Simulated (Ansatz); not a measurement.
**Lutetium, hcp under PBE: testing the plane-wave cutoff**

How high must the plane-wave cutoff be for energy and pressure to settle? The geometry was relaxed under PBE beforehand and stays fixed; 9 values are run, from 150 to 800 eV. Wanted are the values from which on the energy stays within 10 and 1 meV/atom, and the pressure within 0.5 GPa, of the last run. Within the series other settings stay, but some runs also write fields, which adds to their time. Spin polarisation is left out.

Computed with Ansatz 0.2.0 (DFT PBE, plane waves with PAW, scalar-relativistic, unless a step says otherwise).

## Step 1: The structure to begin with

It takes space group P6_3/mmc (No. 194, hexagonal). The conventional cell has a = 3.507 Å, b = 3.507 Å, c = 5.477 Å, α = 90.00°, β = 90.00°, γ = 120.00°. Lu (site symmetry -6m2) is surrounded by 12 Lu at 3.41 to 3.51 Å.

As a file:

```xyz
2
Lattice="3.5071 0.0000 0.0000 -1.7535 3.0372 0.0000 0.0000 0.0000 5.4773" Properties=species:S:1:pos:R:3 pbc="T T T"
Lu    0.0000    2.0248    1.3693
Lu    1.7535    1.0124    4.1080
```

## Step 2: The usual settings first

input.yaml

```yaml
crystal:
  lattice:
    - [3.5070808964, 0.0, 0.0]
    - [-1.7535404482, 3.0372211494, 0.0]
    - [0.0, 0.0, 5.4772888711]
  atoms:
    - { symbol: Lu, position: [0.3333333333, 0.6666666667, 0.25] }
    - { symbol: Lu, position: [0.6666666667, 0.3333333333, 0.75] }
hamiltonian:
  xc: pbe
  pseudopotentials:
    kind: paw
    azcp:
      Lu: "pseudopotentials/Lu.paw.azcp"
basis:
  ecutwfc: 420
  fft_grid_basis: typed
kpoints:
  mp_grid: { grid: [17, 17, 10], shift: [0, 0, 0] }
magnetization:
  spin_polarized: false
scf:
  occupations: { method: fermi_dirac, width: 0.1 }
  lower_state_search: "off"
output:
  stress: true
  write_density: true
  write_potential: true
  elf: true
  volumetric_format: npy
```

Command:

```
$ ansatz run input.yaml --threads 1 --pin off --max-ram 3584MiB --backend cpu --events-out ev --progress --plain --runs-dir out
```

What it wrote, cut to the lines that bear on the results:

```text
band count auto-derived: 31 (N_el = 50.0; filled up to band 25; 30 by the electrons, moments and atoms)
[...]
Pseudopotentials: kind: paw
Pseudopotential: Lu, paw, valence charge 25, recommended cutoff 420 eV (normal), <dir>
Functional definition: PBE
[...]
Crystal: 2 atoms, lattice volume = 58.343 Å³
Basis set: ecut = 420 eV, 1105 PW (Γ)
Bands: 31, of which v1, the nominal top of the filled ones, is band 25 counted from 1 (24 counted from 0)
Symmetry: 24 space group operations
Space group: P63/mmc (ITA 194), of the structure as read, at distance tolerance 3.9e-5 Å
k-points: 198 of 2890
[...]
SCF iter   1: F=—  HF=-29464.913659 eV  |F-HF|=—  |Δ(HF+E_count)|=         —  Δρ=1.87e-3  dr2=1.39e-3  ethr=1.77e-3  ⟨swp⟩=5.2  Hψ=26155  notcnv=0
[...]
SCF iter   9: F=-29464.906073 eV  HF=-29464.906073 eV  |F-HF|=1.32e-9  |Δ(HF+E_count)|=   2.99e-8  Δρ=4.28e-7  dr2=4.65e-11  ethr=2.69e-12  ⟨swp⟩=11.4  Hψ=55403  notcnv=0
[...]
SCF converged after 9 iterations
Free energy (F): -29464.906073 eV
[...]
E sigma→0 (E₀):  -29464.852197 eV
Entropy (-TS):   -0.107750 eV (-53.875 meV/atom)
Fermi energy:    13.686461 eV
[...]
--- Stress (GPa, compression-positive) ---
       -0.010590       0.000000       0.000000
       -0.000000      -0.010590      -0.000000
        0.000000      -0.000000       0.070615
  P = ⅓ Tr σ = 0.0165 GPa (0.165 kbar)
--- Band table (eV; the first three rows and the last of 198) ---
[...]
```

Wall time 47 s (1 thread of Intel Xeon Platinum 8259CL at 2.50GHz (Skylake/Cascade Lake), shared host); peak memory 0.71 GiB.

## Step 3: Cutoff 150 eV

The run at 150 eV.

Changes to input.yaml since step 2:

```diff
@@ -15,6 +15,6 @@
 basis:
-  ecutwfc: 420
+  ecutwfc: 150
   fft_grid_basis: typed
 kpoints:
-  mp_grid: { grid: [17, 17, 10], shift: [0, 0, 0] }
+  mp_grid: { grid: [10, 10, 6], shift: [0, 0, 0] }
 magnetization:
@@ -26,5 +26 @@
   stress: true
-  write_density: true
-  write_potential: true
-  elf: true
-  volumetric_format: npy
```

Command:

```
$ ansatz run input.yaml --threads 1 --pin off --max-ram 3584MiB --backend cpu --events-out ev --progress --plain --runs-dir out
```

What it wrote, cut to the lines that bear on the results:

```text
Warning: basis.ecutwfc = 150 eV is below the records' recommended 420 eV, and the density's cutoff is lower with it unless basis.ecutrho_ratio is high enough to keep the records' density cutoff: compare with a run at a higher cutoff
Warning: basis.ecutrho_ratio 4 (ecutrho = 600 eV, dense FFT grid 15×15×24): the grid does not resolve the core-correction charge of Lu (measure 0.30 e/Å^2.5); warned from 0.08. The energy and each atom's force then go with where the atoms sit on the grid: on a 12-atom cubic HfO2 cell [...]
band count auto-derived: 31 (N_el = 50.0; filled up to band 25; 30 by the electrons, moments and atoms)
[...]
[... 3 set-up lines as earlier in the session ...]
[...]
Crystal: 2 atoms, lattice volume = 58.343 Å³
Basis set: ecut = 150 eV, 251 PW (Γ)
Bands: 31, of which v1, the nominal top of the filled ones, is band 25 counted from 1 (24 counted from 0)
[... 2 set-up lines as earlier in the session ...]
k-points: 56 of 600
[...]
SCF iter   1: F=—  HF=-29415.847280 eV  |F-HF|=—  |Δ(HF+E_count)|=         —  Δρ=2.09e-1  dr2=1.48e1  ethr=1.77e-3  ⟨swp⟩=3.5  Hψ=5086  notcnv=0
[...]
SCF iter   9: F=-29380.231466 eV  HF=-29380.231466 eV  |F-HF|=3.64e-12  |Δ(HF+E_count)|=   3.32e-9  Δρ=1.50e-6  dr2=1.22e-9  ethr=7.28e-11  ⟨swp⟩=1.1  Hψ=5056  notcnv=0
[...]
SCF converged after 9 iterations
Free energy (F): -29380.231466 eV
[...]
E sigma→0 (E₀):  -29380.174361 eV
Entropy (-TS):   -0.114212 eV (-57.106 meV/atom)
Fermi energy:    13.439095 eV
[...]
--- Stress (GPa, compression-positive) ---
       30.873371      -0.000000       0.000000
       -0.000000      30.873371       0.000000
        0.000000       0.000000      -0.819093
  P = ⅓ Tr σ = 20.3092 GPa (203.092 kbar)
```

Wall time 3.3 s (1 thread of Intel Xeon Platinum 8259CL at 2.50GHz (Skylake/Cascade Lake), shared host); peak memory 0.5 GiB.

## Step 4: Cutoff 200 eV

The run at 200 eV.

Changes to input.yaml since step 3:

```diff
@@ -15,3 +15,3 @@
 basis:
-  ecutwfc: 150
+  ecutwfc: 200
   fft_grid_basis: typed
```

Command:

```
$ ansatz run input.yaml --threads 1 --pin off --max-ram 3584MiB --backend cpu --events-out ev --progress --plain --runs-dir out
```

What it wrote, cut to the lines that bear on the results:

```text
Warning: basis.ecutwfc = 200 eV is below the records' recommended 420 eV, and the density's cutoff is lower with it unless basis.ecutrho_ratio is high enough to keep the records' density cutoff: compare with a run at a higher cutoff
band count auto-derived: 31 (N_el = 50.0; filled up to band 25; 30 by the electrons, moments and atoms)
[...]
[... 3 set-up lines as earlier in the session ...]
[...]
Crystal: 2 atoms, lattice volume = 58.343 Å³
Basis set: ecut = 200 eV, 379 PW (Γ)
Bands: 31, of which v1, the nominal top of the filled ones, is band 25 counted from 1 (24 counted from 0)
[... 2 set-up lines as earlier in the session ...]
k-points: 56 of 600
[...]
SCF iter   1: F=—  HF=-29455.865117 eV  |F-HF|=—  |Δ(HF+E_count)|=         —  Δρ=5.30e-2  dr2=8.86e-1  ethr=1.77e-3  ⟨swp⟩=4.1  Hψ=5156  notcnv=0
[...]
SCF iter   8: F=-29449.026034 eV  HF=-29449.026034 eV  |F-HF|=1.35e-9  |Δ(HF+E_count)|=   2.71e-7  Δρ=3.28e-6  dr2=5.36e-9  ethr=2.00e-10  ⟨swp⟩=4.0  Hψ=4958  notcnv=0
[...]
SCF converged after 8 iterations
Free energy (F): -29449.026034 eV
[...]
E sigma→0 (E₀):  -29448.971268 eV
Entropy (-TS):   -0.109531 eV (-54.766 meV/atom)
Fermi energy:    13.497759 eV
[...]
--- Stress (GPa, compression-positive) ---
        5.378550       0.000000       0.000000
        0.000000       5.378550      -0.000000
        0.000000      -0.000000       2.069096
  P = ⅓ Tr σ = 4.2754 GPa (42.754 kbar)
```

Run time: 2.9 s. Hardware: 1 thread of Intel Xeon Platinum 8259CL at 2.50GHz (Skylake/Cascade Lake), shared host; peak memory 0.49 GiB.

## Step 5: Cutoff 250 eV

The run at 250 eV.

Changes to input.yaml since step 4:

```diff
@@ -15,3 +15,3 @@
 basis:
-  ecutwfc: 200
+  ecutwfc: 250
   fft_grid_basis: typed
```

Command:

```
$ ansatz run input.yaml --threads 1 --pin off --max-ram 3584MiB --backend cpu --events-out ev --progress --plain --runs-dir out
```

What it wrote, cut to the lines that bear on the results:

```text
Warning: basis.ecutwfc = 250 eV is below the records' recommended 420 eV, and the density's cutoff is lower with it unless basis.ecutrho_ratio is high enough to keep the records' density cutoff: compare with a run at a higher cutoff
band count auto-derived: 31 (N_el = 50.0; filled up to band 25; 30 by the electrons, moments and atoms)
[...]
[... 3 set-up lines as earlier in the session ...]
[...]
Crystal: 2 atoms, lattice volume = 58.343 Å³
Basis set: ecut = 250 eV, 537 PW (Γ)
Bands: 31, of which v1, the nominal top of the filled ones, is band 25 counted from 1 (24 counted from 0)
[... 2 set-up lines as earlier in the session ...]
k-points: 56 of 600
[...]
SCF iter   1: F=—  HF=-29463.655980 eV  |F-HF|=—  |Δ(HF+E_count)|=         —  Δρ=9.14e-3  dr2=2.85e-2  ethr=1.77e-3  ⟨swp⟩=3.5  Hψ=5440  notcnv=0
[...]
SCF iter   7: F=-29463.271391 eV  HF=-29463.271391 eV  |F-HF|=1.11e-9  |Δ(HF+E_count)|=   1.18e-7  Δρ=8.77e-6  dr2=3.64e-8  ethr=2.00e-10  ⟨swp⟩=2.7  Hψ=5585  notcnv=0
[...]
SCF converged after 7 iterations
Free energy (F): -29463.271391 eV
[...]
E sigma→0 (E₀):  -29463.217589 eV
Entropy (-TS):   -0.107604 eV (-53.802 meV/atom)
Fermi energy:    13.646609 eV
[...]
--- Stress (GPa, compression-positive) ---
        0.928841       0.000000       0.000000
        0.000000       0.928841      -0.000000
        0.000000      -0.000000       0.378764
  P = ⅓ Tr σ = 0.7455 GPa (7.455 kbar)
```

It took 3.9 s on 1 thread of Intel Xeon Platinum 8259CL at 2.50GHz (Skylake/Cascade Lake), shared host; peak memory 0.51 GiB.

## Step 6: Cutoff 300 eV

The run at 300 eV.

Changes to input.yaml since step 5:

```diff
@@ -15,3 +15,3 @@
 basis:
-  ecutwfc: 250
+  ecutwfc: 300
   fft_grid_basis: typed
```

Command:

```
$ ansatz run input.yaml --threads 1 --pin off --max-ram 3584MiB --backend cpu --events-out ev --progress --plain --runs-dir out
```

What it wrote, cut to the lines that bear on the results:

```text
Warning: basis.ecutwfc = 300 eV is below the records' recommended 420 eV, and the density's cutoff is lower with it unless basis.ecutrho_ratio is high enough to keep the records' density cutoff: compare with a run at a higher cutoff
band count auto-derived: 31 (N_el = 50.0; filled up to band 25; 30 by the electrons, moments and atoms)
[...]
[... 3 set-up lines as earlier in the session ...]
[...]
Crystal: 2 atoms, lattice volume = 58.343 Å³
Basis set: ecut = 300 eV, 687 PW (Γ)
Bands: 31, of which v1, the nominal top of the filled ones, is band 25 counted from 1 (24 counted from 0)
[... 2 set-up lines as earlier in the session ...]
k-points: 56 of 600
[...]
SCF iter   1: F=—  HF=-29464.842554 eV  |F-HF|=—  |Δ(HF+E_count)|=         —  Δρ=2.09e-3  dr2=1.72e-3  ethr=1.77e-3  ⟨swp⟩=5.5  Hψ=6144  notcnv=0
[...]
SCF iter   7: F=-29464.838916 eV  HF=-29464.838916 eV  |F-HF|=3.95e-8  |Δ(HF+E_count)|=   1.74e-6  Δρ=4.04e-6  dr2=4.57e-9  ethr=2.00e-10  ⟨swp⟩=7.8  Hψ=9895  notcnv=0
[...]
SCF converged after 7 iterations
Free energy (F): -29464.838916 eV
[...]
E sigma→0 (E₀):  -29464.785244 eV
Entropy (-TS):   -0.107344 eV (-53.672 meV/atom)
Fermi energy:    13.680431 eV
[...]
--- Stress (GPa, compression-positive) ---
        0.066824      -0.000000       0.000000
        0.000000       0.066824      -0.000000
        0.000000      -0.000000       0.029044
  P = ⅓ Tr σ = 0.0542 GPa (0.542 kbar)
```

It took 4.6 s on 1 thread of Intel Xeon Platinum 8259CL at 2.50GHz (Skylake/Cascade Lake), shared host; peak memory 0.51 GiB.

## Step 7: Cutoff 350 eV

The run at 350 eV.

Changes to input.yaml since step 6:

```diff
@@ -15,3 +15,3 @@
 basis:
-  ecutwfc: 300
+  ecutwfc: 350
   fft_grid_basis: typed
@@ -26 +26,5 @@
   stress: true
+  write_density: true
+  write_potential: true
+  elf: true
+  volumetric_format: npy
```

Command:

```
$ ansatz run input.yaml --threads 1 --pin off --max-ram 3584MiB --backend cpu --events-out ev --progress --plain --runs-dir out
```

What it wrote, cut to the lines that bear on the results:

```text
Warning: basis.ecutwfc = 350 eV is below the records' recommended 420 eV, and the density's cutoff is lower with it unless basis.ecutrho_ratio is high enough to keep the records' density cutoff: compare with a run at a higher cutoff
band count auto-derived: 31 (N_el = 50.0; filled up to band 25; 30 by the electrons, moments and atoms)
[...]
[... 3 set-up lines as earlier in the session ...]
[...]
Crystal: 2 atoms, lattice volume = 58.343 Å³
Basis set: ecut = 350 eV, 881 PW (Γ)
Bands: 31, of which v1, the nominal top of the filled ones, is band 25 counted from 1 (24 counted from 0)
[... 2 set-up lines as earlier in the session ...]
k-points: 56 of 600
[...]
SCF iter   1: F=—  HF=-29464.900128 eV  |F-HF|=—  |Δ(HF+E_count)|=         —  Δρ=1.95e-3  dr2=1.44e-3  ethr=1.77e-3  ⟨swp⟩=7.4  Hψ=7695  notcnv=0
[...]
SCF iter   8: F=-29464.899247 eV  HF=-29464.899247 eV  |F-HF|=6.15e-10  |Δ(HF+E_count)|=   2.64e-8  Δρ=7.54e-7  dr2=2.47e-10  ethr=1.53e-11  ⟨swp⟩=13.9  Hψ=18373  notcnv=0
[...]
SCF converged after 8 iterations
Free energy (F): -29464.899247 eV
[...]
E sigma→0 (E₀):  -29464.845543 eV
Entropy (-TS):   -0.107408 eV (-53.704 meV/atom)
Fermi energy:    13.682989 eV
[...]
--- Stress (GPa, compression-positive) ---
        0.000222       0.000000       0.000000
       -0.000000       0.000222      -0.000000
        0.000000      -0.000000       0.014009
  P = ⅓ Tr σ = 0.0048 GPa (0.048 kbar)
--- Band table (eV; the first three rows and the last of 56) ---
[...]
```

Run time: 12 s. Hardware: 1 thread of Intel Xeon Platinum 8259CL at 2.50GHz (Skylake/Cascade Lake), shared host; peak memory 0.54 GiB.

## Step 8: Cutoff 420 eV

The run at 420 eV.

Changes to input.yaml since step 7:

```diff
@@ -15,3 +15,3 @@
 basis:
-  ecutwfc: 350
+  ecutwfc: 420
   fft_grid_basis: typed
```

Command:

```
$ ansatz run input.yaml --threads 1 --pin off --max-ram 3584MiB --backend cpu --events-out ev --progress --plain --runs-dir out
```

What it wrote, cut to the lines that bear on the results:

```text
band count auto-derived: 31 (N_el = 50.0; filled up to band 25; 30 by the electrons, moments and atoms)
[...]
[... 3 set-up lines as earlier in the session ...]
[...]
Crystal: 2 atoms, lattice volume = 58.343 Å³
Basis set: ecut = 420 eV, 1105 PW (Γ)
Bands: 31, of which v1, the nominal top of the filled ones, is band 25 counted from 1 (24 counted from 0)
[... 2 set-up lines as earlier in the session ...]
k-points: 56 of 600
[...]
SCF iter   1: F=—  HF=-29464.914043 eV  |F-HF|=—  |Δ(HF+E_count)|=         —  Δρ=1.84e-3  dr2=1.35e-3  ethr=1.77e-3  ⟨swp⟩=5.2  Hψ=7294  notcnv=0
[...]
SCF iter   9: F=-29464.906035 eV  HF=-29464.906035 eV  |F-HF|=1.53e-9  |Δ(HF+E_count)|=   3.31e-8  Δρ=4.33e-7  dr2=4.59e-11  ethr=2.59e-12  ⟨swp⟩=11.1  Hψ=15229  notcnv=0
[...]
SCF converged after 9 iterations
Free energy (F): -29464.906035 eV
[...]
E sigma→0 (E₀):  -29464.852319 eV
Entropy (-TS):   -0.107432 eV (-53.716 meV/atom)
Fermi energy:    13.682722 eV
[...]
--- Stress (GPa, compression-positive) ---
       -0.013376       0.000000       0.000000
       -0.000000      -0.013376      -0.000000
        0.000000      -0.000000       0.004502
  P = ⅓ Tr σ = -0.0074 GPa (-0.074 kbar)
--- Band table (eV; the first three rows and the last of 56) ---
[...]
```

Wall time 13 s (1 thread of Intel Xeon Platinum 8259CL at 2.50GHz (Skylake/Cascade Lake), shared host); peak memory 0.56 GiB.

## Step 9: Cutoff 500 eV

The run at 500 eV.

Changes to input.yaml since step 8:

```diff
@@ -15,3 +15,3 @@
 basis:
-  ecutwfc: 420
+  ecutwfc: 500
   fft_grid_basis: typed
@@ -26,5 +26 @@
   stress: true
-  write_density: true
-  write_potential: true
-  elf: true
-  volumetric_format: npy
```

Command:

```
$ ansatz run input.yaml --threads 1 --pin off --max-ram 3584MiB --backend cpu --events-out ev --progress --plain --runs-dir out
```

What it wrote, cut to the lines that bear on the results:

```text
band count auto-derived: 31 (N_el = 50.0; filled up to band 25; 30 by the electrons, moments and atoms)
[...]
[... 3 set-up lines as earlier in the session ...]
[...]
Crystal: 2 atoms, lattice volume = 58.343 Å³
Basis set: ecut = 500 eV, 1459 PW (Γ)
Bands: 31, of which v1, the nominal top of the filled ones, is band 25 counted from 1 (24 counted from 0)
[... 2 set-up lines as earlier in the session ...]
k-points: 56 of 600
[...]
SCF iter   1: F=—  HF=-29464.909730 eV  |F-HF|=—  |Δ(HF+E_count)|=         —  Δρ=1.88e-3  dr2=1.43e-3  ethr=1.77e-3  ⟨swp⟩=6.0  Hψ=7054  notcnv=0
[...]
SCF iter   8: F=-29464.907839 eV  HF=-29464.907839 eV  |F-HF|=3.57e-10  |Δ(HF+E_count)|=   5.24e-8  Δρ=9.45e-7  dr2=4.45e-10  ethr=2.24e-11  ⟨swp⟩=5.0  Hψ=7224  notcnv=0
[...]
SCF converged after 8 iterations
Free energy (F): -29464.907839 eV
[...]
E sigma→0 (E₀):  -29464.854121 eV
Entropy (-TS):   -0.107436 eV (-53.718 meV/atom)
Fermi energy:    13.682563 eV
[...]
--- Stress (GPa, compression-positive) ---
       -0.014248       0.000000       0.000000
        0.000000      -0.014248      -0.000000
        0.000000      -0.000000       0.002699
  P = ⅓ Tr σ = -0.0086 GPa (-0.086 kbar)
```

Wall time 8.2 s (1 thread of Intel Xeon Platinum 8259CL at 2.50GHz (Skylake/Cascade Lake), shared host); peak memory 0.58 GiB.

## Step 10: Cutoff 600 eV

The run at 600 eV.

Changes to input.yaml since step 9:

```diff
@@ -15,3 +15,3 @@
 basis:
-  ecutwfc: 500
+  ecutwfc: 600
   fft_grid_basis: typed
```

Command:

```
$ ansatz run input.yaml --threads 1 --pin off --max-ram 3584MiB --backend cpu --events-out ev --progress --plain --runs-dir out
```

What it wrote, cut to the lines that bear on the results:

```text
band count auto-derived: 31 (N_el = 50.0; filled up to band 25; 30 by the electrons, moments and atoms)
[...]
[... 3 set-up lines as earlier in the session ...]
[...]
Crystal: 2 atoms, lattice volume = 58.343 Å³
Basis set: ecut = 600 eV, 1911 PW (Γ)
Bands: 31, of which v1, the nominal top of the filled ones, is band 25 counted from 1 (24 counted from 0)
[... 2 set-up lines as earlier in the session ...]
k-points: 56 of 600
[...]
SCF iter   1: F=—  HF=-29464.912656 eV  |F-HF|=—  |Δ(HF+E_count)|=         —  Δρ=1.87e-3  dr2=1.43e-3  ethr=1.77e-3  ⟨swp⟩=5.0  Hψ=7372  notcnv=0
[...]
SCF iter   8: F=-29464.908144 eV  HF=-29464.908144 eV  |F-HF|=6.98e-9  |Δ(HF+E_count)|=   9.89e-9  Δρ=9.28e-7  dr2=3.38e-10  ethr=1.93e-11  ⟨swp⟩=5.0  Hψ=7429  notcnv=0
[...]
SCF converged after 8 iterations
Free energy (F): -29464.908144 eV
[...]
E sigma→0 (E₀):  -29464.854425 eV
Entropy (-TS):   -0.107438 eV (-53.719 meV/atom)
Fermi energy:    13.682474 eV
[...]
--- Stress (GPa, compression-positive) ---
       -0.014639       0.000000       0.000000
        0.000000      -0.014639      -0.000000
        0.000000      -0.000000       0.002221
  P = ⅓ Tr σ = -0.0090 GPa (-0.090 kbar)
```

It took 12 s on 1 thread of Intel Xeon Platinum 8259CL at 2.50GHz (Skylake/Cascade Lake), shared host; peak memory 0.6 GiB.

## Step 11: Cutoff 800 eV

The run at 800 eV.

Changes to input.yaml since step 10:

```diff
@@ -15,3 +15,3 @@
 basis:
-  ecutwfc: 600
+  ecutwfc: 800
   fft_grid_basis: typed
```

Command:

```
$ ansatz run input.yaml --threads 1 --pin off --max-ram 3584MiB --backend cpu --events-out ev --progress --plain --runs-dir out
```

What it wrote, cut to the lines that bear on the results:

```text
band count auto-derived: 31 (N_el = 50.0; filled up to band 25; 30 by the electrons, moments and atoms)
[...]
[... 3 set-up lines as earlier in the session ...]
[...]
Crystal: 2 atoms, lattice volume = 58.343 Å³
Basis set: ecut = 800 eV, 2947 PW (Γ)
Bands: 31, of which v1, the nominal top of the filled ones, is band 25 counted from 1 (24 counted from 0)
[... 2 set-up lines as earlier in the session ...]
k-points: 56 of 600
[...]
SCF iter   1: F=—  HF=-29464.909649 eV  |F-HF|=—  |Δ(HF+E_count)|=         —  Δρ=1.92e-3  dr2=1.48e-3  ethr=1.77e-3  ⟨swp⟩=5.8  Hψ=6840  notcnv=0
[...]
SCF iter   7: F=-29464.908356 eV  HF=-29464.908356 eV  |F-HF|=3.40e-9  |Δ(HF+E_count)|=   1.49e-7  Δρ=3.72e-6  dr2=3.75e-9  ethr=2.00e-10  ⟨swp⟩=5.0  Hψ=7491  notcnv=0
[...]
SCF converged after 7 iterations
Free energy (F): -29464.908356 eV
[...]
E sigma→0 (E₀):  -29464.854637 eV
Entropy (-TS):   -0.107439 eV (-53.719 meV/atom)
Fermi energy:    13.682443 eV
[...]
--- Stress (GPa, compression-positive) ---
       -0.014604       0.000000       0.000000
       -0.000000      -0.014604      -0.000000
        0.000000      -0.000000       0.002265
  P = ⅓ Tr σ = -0.0090 GPa (-0.090 kbar)
```

Wall time 12 s (1 thread of Intel Xeon Platinum 8259CL at 2.50GHz (Skylake/Cascade Lake), shared host); peak memory 0.66 GiB.

## Step 12: The series

Energies count from the run at 800 eV.

```
cutoff (eV)  plane waves at Γ  E(σ → 0) (meV/atom)  P (GPa)  SCF cycles  CPU time
        150               251             42340.14    20.31           9     3.2 s
        200               379              7941.68     4.28           8     2.9 s
        250               537               818.52     0.75           7     3.8 s
        300               687                34.70     0.05           7     4.6 s
        350               881                 4.55     0.00           8      12 s
        420              1105                 1.16    -0.01           9      13 s
        500              1459                 0.26    -0.01           8     8.2 s
        600              1911                 0.11    -0.01           8      12 s
        800              2947                 0.00    -0.01           7      12 s
```

## Step 13: Summary of results

```
                                                                     quantity                                value
                                  E(σ → 0) stays within 10 meV/atom of 800 eV                       from 350 eV on
                                             E(σ → 0) stays within 1 meV/atom                       from 500 eV on
                                                pressure stays within 0.5 GPa                       from 300 eV on
                                                           pressure at 800 eV                            -0.01 GPa
                                              CPU time, dearest over cheapest                                  4.5
run at the usual settings (mesh 17×17×10 against the series' 10×10×6, 420 eV)  +1.2 meV/atom from 800 eV, 0.02 GPa
```

In words: At 150 eV the energy differs by +42340 meV/atom and the pressure by +20.3 GPa. Each step up in cutoff lowers the energy. 1 meV/atom is reached at 500 eV; energy differences often converge earlier, as errors cancel.
